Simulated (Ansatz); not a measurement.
Consider SrF₂ in the fluorite structure (space group Fm-3m, No. 225).

```yaml
crystal:
  lattice:
    - [0.00000, 2.92864, 2.92864]
    - [2.92864, 0.00000, 2.92864]
    - [2.92864, 2.92864, 0.00000]
  atoms:
    - { symbol: Sr, position: [0.00000, 0.00000, 0.00000] }
    - { symbol: F, position: [0.25000, 0.25000, 0.25000] }
    - { symbol: F, position: [0.75000, 0.75000, 0.75000] }
```

Cartesian axes are those of the cell as printed.

The values are results of Ansatz (a quantum-chemistry and plane-wave program) PBE, spin-orbit coupling left out, not measurements.

The change: the symmetric strain tensor [-0.0013 0.0076 -0.0085; 0.0076 -0.0166 -0.0120; -0.0085 -0.0120 0.0009]; the atoms relax in the strained cell.

Problem. How does this affect the largest internal atomic displacement and energy relative to the base?

Solution. The largest internal atomic displacement comes out as 0.015 Å; the energy goes up by 3.4 meV/atom.

No phonon test of stability was made.
